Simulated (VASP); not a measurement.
# InPd (Pm-3m) in VASP: notebook, part 2 of 2

VASP 6.6.1.

### Step 3. Relaxation of cell and atoms, revPBE+D4

Input file INCAR:

```
SYSTEM = InPd
PREC     = Accurate       ! precision mode
ENCUT    = 600            ! plane-wave cutoff, eV
EDIFF    = 1E-6           ! SCF threshold, eV
ISMEAR   = -1             ! smearing method
SIGMA    = 0.05           ! smearing width, eV
LREAL    = .FALSE.        ! projectors in reciprocal space
LASPH    = .TRUE.         ! aspherical terms in the spheres
NELM     = 60             ! most SCF steps
ALGO     = Fast           ! electronic algorithm
ISIF     = 3              ! what is computed and relaxed
LWAVE    = .FALSE.        ! write WAVECAR
LCHARG   = .FALSE.        ! write CHGCAR
GGA      = RE             ! functional
IVDW     = 13             ! dispersion correction
IBRION   = 2              ! ionic algorithm
NSW      = 40             ! ionic steps
EDIFFG   = -0.005         ! ionic threshold
```

Input file KPOINTS:

```
regular mesh
0
G
  8 8 8
  0 0 0
```

Input file POSCAR:

```
InPd
1.0
    3.2718847800      0.0000000000      0.0000000000
    0.0000000000      3.2718847800      0.0000000000
    0.0000000000      0.0000000000      3.2718847800
In Pd
1 1
Direct
    0.0000000000      0.0000000000      0.0000000000
    0.5000000000      0.5000000000      0.5000000000
```

Potentials or basis: VASP PAW PBE potentials, release 64 (In_d, Pd).

On the command line:

```
$ cat potpaw_PBE.64/In_d/POTCAR potpaw_PBE.64/Pd/POTCAR > POTCAR
$ mpirun -np 1 vasp_std > vasp.out
```

Run time: 88 s. Hardware: 1 thread of AMD EPYC 7R13 (Zen 3), shared host; peak memory 0.14 GiB.

It converged, with:

```
Free energy                            : -9.3711 eV
Relaxed volume                         : 17.45 Å³/atom
Relaxed cell                           : a = 3.268 Å, b = 3.268 Å, c = 3.268 Å, α = 90.00°, β = 90.00°, γ = 90.00°
Space group after relaxing (to 0.05 Å) : Pm-3m (No. 221)
Energy gained by relaxing              : 0.1 meV/atom
Ionic steps                            : 5
Pressure after relaxing                : 0.0 GPa
Band gap on the k mesh                 : none (metal or under the smearing width)
Dispersion energy per atom             : -0.730 eV
```

The path:
| step | energy change (eV) | largest force (eV/Å) | pressure (GPa) | volume (Å³) |
| --- | --- | --- | --- | --- |
| 1 | 0.0000 | 0.0000 | -0.43 | 35.03 |
| 2 | 0.0000 | 0.0000 | 0.54 | 34.79 |
| 3 | -0.0002 | 0.0000 | -0.06 | 34.91 |
| 4 | -0.0002 | 0.0000 | 0.07 | 34.89 |
| 5 | -0.0002 | 0.0000 | 0.03 | 34.90 |

Final structure:
```xyz
2
Lattice="3.2680 0.0000 0.0000 0.0000 3.2680 0.0000 0.0000 0.0000 3.2680" Properties=species:S:1:pos:R:3 pbc="T T T"
In    0.0000    0.0000    0.0000
Pd    1.6340    1.6340    1.6340
```

Levels at points of the mesh, in eV from the Fermi level:
```
           k point  band 8  band 9  band 10  band 11  band 12  band 13  band 14  band 15
(0.00, 0.00, 0.00)   -3.76   -2.20    -2.20    -2.20     4.33     4.33     4.33     9.63
(0.50, 0.00, 0.00)   -3.74   -3.19    -3.19    -2.28    -1.04     9.70     9.70     9.95
(0.50, 0.50, 0.00)   -2.62   -2.62    -2.25    -2.25    -1.63     1.57     2.58     9.63
(0.50, 0.50, 0.50)   -4.81   -1.59    -1.59     0.08     3.87     3.87     3.87     4.49
```

Caveat: the PAW data sets were made with another functional, which shifts forces and pressure a little; pairwise dispersion overbinds metals, which lowers pressure and volume.

### Step 4. Single point, PBE

Input file INCAR:

```
PREC     = Accurate       # precision mode
ENCUT    = 520            # plane-wave cutoff, eV
EDIFF    = 1E-7           # SCF threshold, eV
ISMEAR   = 0              # smearing method
SIGMA    = 0.017          # smearing width, eV
LREAL    = F              # projectors in reciprocal space
LASPH    = T              # aspherical terms in the spheres
NELM     = 100            # most SCF steps
ALGO     = Fast           # electronic algorithm
ISIF     = 2              # what is computed and relaxed
LWAVE    = F              # write WAVECAR
LCHARG   = F              # write CHGCAR
GGA      = PE             # functional
```

Input file KPOINTS:

```
Automatic mesh
0
Gamma
  8 8 8
```

POSCAR is that of step 3.

On the command line:

```
$ cat potpaw_PBE.64/In_d/POTCAR potpaw_PBE.64/Pd/POTCAR > POTCAR
$ mpirun -np 1 vasp_std > vasp.out
```

It took 6.7 s on 1 thread of Intel Xeon 6975P-C (Granite Rapids), shared host; peak memory 0.14 GiB.

Results (log left out):

* Free energy: -8.7303 eV
* Pressure: 3.7 GPa
* Band gap on the k mesh: none (metal or under the smearing width)

Levels at points of the mesh, in eV from the Fermi level:
```csv
k point,band 8,band 9,band 10,band 11,band 12,band 13,band 14,band 15
"(0.00, 0.00, 0.00)",-3.70,-2.15,-2.15,-2.15,4.33,4.33,4.33,9.55
"(0.50, 0.00, 0.00)",-3.68,-3.14,-3.14,-2.23,-0.99,9.67,9.67,10.00
"(0.50, 0.50, 0.00)",-2.56,-2.56,-2.21,-2.21,-1.58,1.57,2.59,9.58
"(0.50, 0.50, 0.50)",-4.75,-1.54,-1.54,0.03,3.90,3.90,3.90,4.51
```

### Step 5. Relaxation of cell and atoms, HSE06

POSCAR is that of step 4.

Input file INCAR.step1:

```
  ALGO = Normal
  EDIFF = 1E-5
  ENCUT = 600
  GGA = PE
  ISMEAR = -1
  LASPH = True
  LCHARG = False
  LREAL = False
  LWAVE = True
  NELM = 100
  PREC = Accurate
  SIGMA = 0.05
```

Input file INCAR.step2:

```
  ALGO = Normal
  EDIFF = 1E-6
  EDIFFG = -0.01
  ENCUT = 600
  GGA = PE
  HFSCREEN = 0.2
  IBRION = 2
  ISIF = 3
  ISMEAR = -1
  ISTART = 1
  LASPH = True
  LCHARG = False
  LHFCALC = True
  LREAL = False
  LWAVE = False
  NELM = 100
  NSW = 60
  PREC = Accurate
  PRECFOCK = Fast
  SIGMA = 0.05
```

Input file KPOINTS:

```
k-points
0
Gamma
  4 4 4
```

On the command line:

```
$ cat potpaw_PBE.64/In_d/POTCAR potpaw_PBE.64/Pd/POTCAR > POTCAR
$ cp INCAR.step1 INCAR
$ mpirun -np 1 vasp_std > vasp.out
$ cp INCAR.step2 INCAR
$ mpirun -np 1 vasp_std > vasp.out
```

Run time: 5.6 min. Hardware: 1 thread of Intel Xeon 6975P-C (Granite Rapids), shared host; peak memory 0.27 GiB.

The run converged. Its results:

* Free energy: -10.3755 eV
* Relaxed volume: 17.45 Å³/atom
* Relaxed cell: a = 3.268 Å, b = 3.268 Å, c = 3.268 Å, α = 90.00°, β = 90.00°, γ = 90.00°
* Space group after relaxing (to 0.05 Å): Pm-3m (No. 221)
* Energy gained by relaxing: 0.1 meV/atom
* Ionic steps: 3
* Pressure after relaxing: 0.0 GPa
* Band gap on the k mesh: none (metal or under the smearing width)

Step by step:
| step | energy change (eV) | largest force (eV/Å) | pressure (GPa) | volume (Å³) |
| --- | --- | --- | --- | --- |
| 1 | 0.0000 | 0.0000 | -0.59 | 35.03 |
| 2 | 0.0003 | 0.0000 | 0.73 | 34.70 |
| 3 | -0.0002 | 0.0000 | 0.00 | 34.90 |

Final structure:
```
In Pd
1.0
     3.26796    0.00000    0.00000
     0.00000    3.26796    0.00000
     0.00000    0.00000    3.26796
In Pd
1 1
Direct
  0.00000 0.00000 0.00000
  0.50000 0.50000 0.50000
```

Levels at points of the mesh, in eV from the Fermi level:
```csv
k point,band 8,band 9,band 10,band 11,band 12,band 13,band 14,band 15
"(0.00, 0.00, 0.00)",-5.11,-3.32,-3.32,-3.32,4.59,4.59,4.59,10.53
"(0.50, 0.00, 0.00)",-5.08,-4.40,-4.40,-3.41,-1.87,10.30,10.33,10.33
"(0.50, 0.50, 0.00)",-3.79,-3.79,-2.93,-2.93,-2.76,1.55,2.77,10.20
"(0.50, 0.50, 0.50)",-6.12,-2.71,-2.71,0.22,3.90,3.90,3.90,4.60
```

Caveat: the k mesh is coarse (spacing up to 0.48 Å⁻¹), so the values aren't converged, least of all with exact exchange; the PAW data sets were made with another functional, which shifts forces and pressure a little.

### Step 6. Single point, PBE

Input file INCAR:

```
SYSTEM = InPd
PREC = Accurate ; ENCUT = 520
EDIFF = 1E-7 ; ISMEAR = 0
SIGMA = 0.011 ; LREAL = .FALSE.
LASPH = .TRUE. ; NELM = 60
ALGO = Fast ; ISIF = 2
LWAVE = .FALSE. ; LCHARG = .FALSE.
GGA = PE ; NBANDS = 18
```

Input file KPOINTS:

```
Automatic mesh
0
G
  8 8 8
  0 0 0
```

POSCAR is that of step 5.

Potentials or basis: VASP PAW PBE potentials, release 64 (In_d, Pd).

On the command line:

```
$ cat potpaw_PBE.64/In_d/POTCAR potpaw_PBE.64/Pd/POTCAR > POTCAR
$ mpirun -np 1 vasp_std > vasp.out
```

Wall time 18 s (1 thread of Intel Xeon Platinum 8175M at 2.50GHz (Skylake/Cascade Lake), shared host); peak memory 0.15 GiB.

Results (log left out):

```yaml
Free_energy: -8.7300 eV
Pressure: 3.8 GPa
Band_gap_on_the_k_mesh: none (metal or under the smearing width)
```

Levels at points of the mesh, in eV from the Fermi level:
```tsv
k point	band 7	band 8	band 9	band 10	band 11	band 12	band 13	band 14	band 15	band 16
(0.00, 0.00, 0.00)	-3.69	-3.69	-2.15	-2.15	-2.15	4.33	4.33	4.33	9.55	10.69
(0.50, 0.00, 0.00)	-5.89	-3.67	-3.14	-3.14	-2.22	-0.99	9.67	9.67	10.00	10.83
(0.50, 0.50, 0.00)	-3.37	-2.56	-2.56	-2.21	-2.21	-1.57	1.57	2.59	9.58	11.44
(0.50, 0.50, 0.50)	-4.75	-4.75	-1.53	-1.53	0.03	3.90	3.90	3.90	4.51	4.51
```

### Step 7. For comparison

An earlier run on the cell as given: functional PBE; potentials or basis VASP PAW PBE potentials, release 64 (In_d, Pd); cutoff 520 eV; k mesh 8 × 8 × 8; occupations fermi-dirac, width 0.05 eV; no spin polarisation.

- Pressure: 3.7 GPa
- Band gap on the k mesh: none (metal or under the smearing width)

### Step 8. Summary

| task | level | cell | k mesh | cutoff (eV) | smearing | grid for exact exchange (PRECFOCK) | screening parameter | mesh quality | gap on the mesh (eV) | pressure (GPa) | relaxed volume (Å³/atom) |
| --- | --- | --- | --- | --- | --- | --- | --- | --- | --- | --- | --- |
| relaxation of cell and atoms | revPBE+D3(BJ) | relaxed | 8 × 8 × 8 | 600 | fermi-dirac 0.05 eV | - | - | not flagged | none | 0.2 | 17.02 |
| relaxation of cell and atoms | revPBE+D4 | relaxed | 8 × 8 × 8 | 600 | fermi-dirac 0.05 eV | - | - | not flagged | none | 0.0 | 17.45 |
| single point | PBE | as given | 8 × 8 × 8 | 520 | gaussian 0.017 eV | - | - | not flagged | none | 3.7 | - |
| relaxation of cell and atoms | HSE06 | relaxed | 4 × 4 × 4 | 600 | fermi-dirac 0.05 eV | Fast | 0.2 1/A | coarse | none | 0.0 | 17.45 |
| single point | PBE | as given | 8 × 8 × 8 | 520 | gaussian 0.011 eV | - | - | not flagged | none | 3.8 | - |
| single point | PBE | as given | 8 × 8 × 8 | 520 | fermi-dirac 0.05 eV | - | - | not flagged | none | 3.7 | - |

Alike in all rows: potentials or basis VASP PAW PBE potentials, release 64 (In_d, Pd); no spin polarisation.

Caveats: some runs use coarse meshes; the PAW data sets were made with another functional, which shifts forces and pressure a little (some runs); pairwise dispersion overbinds metals, which lowers pressure and volume (some runs).

Absolute energies hang on the potentials; compare differences alone.
